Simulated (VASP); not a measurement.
# CdTe in VASP 6.6.1, single-point calculation

INCAR

```
GGA = PE
LASPH = .TRUE.
ISMEAR = 1
LCHARG = .FALSE.
IBRION = -1
NSW = 0
PREC = Accurate
LREAL = .FALSE.
IVDW = 10
ISIF = 2
EDIFF = 1E-7
NELM = 120
SIGMA = 0.01
ENCUT = 520
LWAVE = .FALSE.
NBANDS = 16
```

KPOINTS

```
KPOINTS created by Atomic Simulation Environment
0
Gamma
6 6 6
0 0 0
```

POSCAR

```
Cd Te
 1.0000000000000000
     0.0000000000000000    3.2471555649999999    3.2471555649999999
     3.2471555649999999    0.0000000000000000    3.2471555649999999
     3.2471555649999999    3.2471555649999999    0.0000000000000000
 Cd  Te
   1   1
Cartesian
  0.0000000000000000  0.0000000000000000  0.0000000000000000
  1.6235777825000000  1.6235777825000000  1.6235777825000000
```

The recommended PBE PAW datasets give the neutral cell 18 valence electrons.

Command

```
mpirun -np 1 vasp_std
```

OSZICAR

```
N       E                     dE             d eps       ncg     rms          rms(c)
DAV:   1     0.999810199666E+02    0.99981E+02   -0.82941E+03   512   0.972E+02
DAV:   2    -0.155788110999E+01   -0.10154E+03   -0.96303E+02   608   0.236E+02
DAV:   3    -0.497789112820E+01   -0.34200E+01   -0.34158E+01   648   0.452E+01
DAV:   4    -0.500779764596E+01   -0.29907E-01   -0.29914E-01   752   0.368E+00
DAV:   5    -0.500786454320E+01   -0.66897E-04   -0.66897E-04   648   0.168E-01    0.554E+00
DAV:   6    -0.479111379828E+01    0.21675E+00   -0.37005E-01   608   0.730E+00    0.453E+00
DAV:   7    -0.477540075914E+01    0.15713E-01   -0.10691E-01   584   0.212E+00    0.173E+00
DAV:   8    -0.477633045639E+01   -0.92970E-03   -0.10860E-02   600   0.118E+00    0.467E-01
DAV:   9    -0.477665638685E+01   -0.32593E-03   -0.94836E-04   576   0.324E-01    0.110E-01
DAV:  10    -0.477671653845E+01   -0.60152E-04   -0.11251E-04   616   0.101E-01    0.557E-02
DAV:  11    -0.477675588371E+01   -0.39345E-04   -0.78605E-05   576   0.577E-02    0.367E-02
DAV:  12    -0.477675497306E+01    0.91064E-06   -0.30769E-06   656   0.146E-02    0.232E-02
DAV:  13    -0.477675467984E+01    0.29322E-06   -0.65122E-07   616   0.396E-03    0.128E-02
DAV:  14    -0.477675478659E+01   -0.10675E-06   -0.10978E-06   600   0.620E-03    0.682E-03
DAV:  15    -0.477675482534E+01   -0.38757E-07   -0.69545E-08   568   0.220E-03
   1 F= -.52976754E+01 E0= -.52976781E+01  d E =0.805265E-05
```

From OUTCAR

```
k-points           NKPTS =     16   k-points in BZ     NKDIM =     16   number of bands    NBANDS=     16

   NELECT =      18.0000    total number of electrons

   dimension x,y,z NGX =    36 NGY =   36 NGZ =   36
   dimension x,y,z NGXF=    72 NGYF=   72 NGZF=   72

  energy-cutoff  :      520.00
  volume of cell :       68.48
      direct lattice vectors                 reciprocal lattice vectors
     0.000000000  3.247155565  3.247155565    -0.153980920  0.153980920  0.153980920
     3.247155565  0.000000000  3.247155565     0.153980920 -0.153980920  0.153980920
     3.247155565  3.247155565  0.000000000     0.153980920  0.153980920 -0.153980920

 k-points in reciprocal lattice and weights: KPOINTS created by Atomic Simulation Env
   0.00000000  0.00000000  0.00000000       0.005
   0.16666667  0.00000000  0.00000000       0.037
   0.33333333  0.00000000  0.00000000       0.037
   0.50000000  0.00000000  0.00000000       0.019
   0.16666667  0.16666667  0.00000000       0.028
   0.33333333  0.16666667  0.00000000       0.111
   0.50000000  0.16666667  0.00000000       0.111
  -0.33333333  0.16666667  0.00000000       0.111
   ...

 E-fermi :   2.3028

 k-point     1 :       0.0000    0.0000    0.0000
  band No.  band energies     occupation
      1      -8.8429      2.00000
      2      -5.9750      2.00000
      3      -5.9750      2.00000
      4      -5.9750      2.00000
      5      -5.7193      2.00000
      6      -5.7193      2.00000
      7       2.2944      2.00000
      8       2.2944      2.00000
      9       2.2944      2.00000
     10       3.0454      0.00000
     11       6.8984      0.00000
     12       6.8984      0.00000
     13       6.8984      0.00000
     14       9.7495      0.00000
     15      11.6394      0.00000
     16      11.6394      0.00000

 k-point     2 :       0.1667    0.0000    0.0000
  band No.  band energies     occupation
      1      -8.7447      2.00000
      2      -5.9567      2.00000
      3      -5.9567      2.00000
      4      -5.8921      2.00000
      5      -5.7204      2.00000
      6      -5.7204      2.00000
      7       0.5639      2.00000
      8       2.0692      2.00000
      9       2.0692      2.00000
     10       4.1379      0.00000
     11       7.0189      0.00000
     12       7.2337      0.00000
     13       7.2337      0.00000
     14      10.7332      0.00000
     15      10.7670      0.00000
     16      10.7670      0.00000

 k-point     3 :       0.3333    0.0000    0.0000
  band No.  band energies     occupation
      1      -8.5486      2.00000
      2      -5.9252      2.00000
      3      -5.9252      2.00000
      4      -5.7165      2.00000
      5      -5.7165      2.00000
      6      -5.6158      2.00000
      7      -1.2635      2.00000
      8       1.6921      2.00000
      9       1.6921      2.00000
     10       4.2144      0.00000
     11       7.5175      0.00000
     12       7.5175      0.00000
     13       8.5479      0.00000
     14      10.3724      0.00000
     15      11.1709      0.00000
     16      11.1709      0.00000

 ...

  Total       0.16771     0.16771     0.16771    -0.00000     0.00000    -0.00000
  in kB       3.92393     3.92393     3.92393    -0.00000     0.00000    -0.00000
  external pressure =        3.92 kB  Pullay stress =        0.00 kB

 POSITION                                       TOTAL-FORCE (eV/Angst)
 -----------------------------------------------------------------------------------
      0.00000      0.00000      0.00000        -0.000000     -0.000000     -0.000000
      1.62358      1.62358      1.62358         0.000000      0.000000      0.000000
 -----------------------------------------------------------------------------------
    total drift:                               -0.000000     -0.000000     -0.000000

  FREE ENERGIE OF THE ION-ELECTRON SYSTEM (eV)
  ---------------------------------------------------
  free  energy   TOTEN  =        -5.2976754428 eV

  energy  without entropy=       -5.2976834954  energy(sigma->0) =       -5.29767813
```

It converged. Results: gap between bands v and c on the k mesh 0.75 eV; least direct gap on the k mesh 0.75 eV; pressure 0.4 GPa. Band v is the last that the valence electrons fill when counted band by band, and c is the next.

For comparison, a separate PBE run of the intended cell, on usual settings and not on those above, gives a gap of 0.75 eV on its mesh and a pressure of 2.4 GPa.

The run above took about 25 s on one core of a shared host (Intel Xeon Platinum 8488C) and held 0.21 GiB at most.
